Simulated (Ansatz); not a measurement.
# Relaxing Cu

Method: DFT PBE, scalar-relativistic, plane waves, PAW (Ansatz 0.2.0). (420 eV cutoff, 18×18×10 k-mesh, Gaussian smearing of 0.10 eV, no spin polarisation)

What was changed in K: K → Cu on all its sites, cell and atoms relaxed.

Input:

```yaml
crystal:
  lattice:
    - [1.317423987, -2.1983257663, 0.0]
    - [1.317423987, 2.1983257663, 0.0]
    - [0.0, 0.0, 4.1575026743]
  atoms:
    - { symbol: Cu, position: [0.8306226599, 0.1693773401, 0.25] }
    - { symbol: Cu, position: [0.1693773401, 0.8306226599, 0.75] }
basis:
  ecutwfc: 420
kpoints:
  mp_grid: { grid: [18, 18, 10] }
hamiltonian:
  xc: pbe
scf:
  occupations: { method: gaussian, width: 0.1 }
output:
  forces: true
  stress: true
  eigenvalues: true
relax:
  adjacent_minimum: "off"
  f_tol: 0.01
  max_steps: 60
  cell: { stress_tol: 0.1 }
```

F is the free energy. Steps run on the plane waves of an earlier cell, but the last one, and at times one on the way, on a freshly chosen basis, so a repeated geometry can differ a little in energy.

Steps:

| step | F − F(1) (eV) | largest force component (eV/Å) | V (Å³/atom) | P (GPa) |
| --- | --- | --- | --- | --- |
| 1 | 0.0000 | 0.034 | 12.041 | -0.65 |
| 2 | -0.0031 | 0.018 | 12.004 | -0.28 |
| 3 | -0.0059 | 0.016 | 11.984 | -0.11 |
| 4 | -0.0060 | 0.012 | 11.957 | 0.20 |
| 5 | -0.0061 | 0.001 | 11.974 | 0.01 |
| 6 | -0.0060 | 0.001 | 11.974 | 0.01 |

Relaxed structure:

```cif
data_structure
_symmetry_space_group_name_H-M 'P 1'
_symmetry_Int_Tables_number 1
_cell_length_a 2.5679
_cell_length_b 2.5679
_cell_length_c 4.1936
_cell_angle_alpha 90.000
_cell_angle_beta 90.000
_cell_angle_gamma 120.002
_cell_volume 23.95
loop_
_atom_site_label
_atom_site_type_symbol
_atom_site_fract_x
_atom_site_fract_y
_atom_site_fract_z
_atom_site_occupancy
Cu1 Cu 0.83327 0.16673 0.25000 1
Cu2 Cu 0.16673 0.83327 0.75000 1
```

The structure is hexagonal, space group P6_3/mmc (No. 194). Conventional cell: a = 2.568 Å, b = 2.568 Å, c = 4.194 Å, α = 90.00°, β = 90.00°, γ = 120.00°. Around Cu (site symmetry -6m2) lie 12 Cu at 2.57 Å.

The run converged. The run took of the order of 70 core-seconds.